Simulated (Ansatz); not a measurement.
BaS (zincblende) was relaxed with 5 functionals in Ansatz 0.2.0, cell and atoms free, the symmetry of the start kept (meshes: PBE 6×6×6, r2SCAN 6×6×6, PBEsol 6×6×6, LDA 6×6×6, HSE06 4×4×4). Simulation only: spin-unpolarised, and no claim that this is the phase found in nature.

The PBEsol result:
Space group F-43m (No. 216). a = 6.937 Å, b = 6.937 Å, c = 6.937 Å, α = 90.00°, β = 90.00°, γ = 90.00°
```
atom  site  symmetry       x       y       z
  Ba    4a      -43m  0.0000  0.0000  0.0000
   S    4d      -43m  0.2500  0.2500  0.7500
```

It is cubic, F-43m (No. 216); conventional cell a = 6.937 Å, 41.73 Å³ an atom. Ba is surrounded by 4 S at 3.00 Å; S is surrounded by 4 Ba at 3.00 Å.

**Question.** How does the cell change with HSE06?

**Answer.** a = 7.018 Å; the volume differs by +3.5 % from PBEsol's. Around Ba lie 4 S at 3.04 Å; around S lie 4 Ba at 3.04 Å.

**Question.** How does the cell change with PBE?

**Answer.** a = 7.039 Å; the volume differs by +4.5 % from PBEsol's. Around Ba lie 4 S at 3.05 Å; around S lie 4 Ba at 3.05 Å.

**Question.** Held at the r2SCAN cell, what mean stress do LDA and PBE find, and does its sign point to their own minimum?

**Answer.** Yes. LDA -2.07 GPa, and its relaxed volume is -7.1 % from r2SCAN's; PBE -0.04 GPa, and its relaxed volume is 0.0 % from r2SCAN's. Compression counts positive, so a positive stress asks for a larger cell.
